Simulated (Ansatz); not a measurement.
Relaxing gallium (beta-Ga)

Level of theory: DFT, PBE, plane waves (420 eV) with PAW, scalar-relativistic (Ansatz 0.2.0).

k-point mesh 12×12×10, Fermi-Dirac smearing 0.1 eV, no spin polarisation. Cell and atoms relax.

Starting structure:

```xyz
2
Lattice="1.3830 -4.0265 0.0000 1.3830 4.0265 0.0000 -0.1174 0.0000 3.3299" Properties=species:S:1:pos:R:3 pbc="T T T"
Ga    1.3536   -2.9716    0.8325
Ga    1.2949    2.9716    2.4974
```

Q: What cell does the relaxation end in?

A: C2/c with a = 2.794 Å, b = 8.251 Å, c = 3.338 Å, β = 93.47°; 19.21 Å³ per atom against 18.54 at the start (3.6 %).

Q: How much energy does the relaxation gain?

A: 6.3 meV per atom.
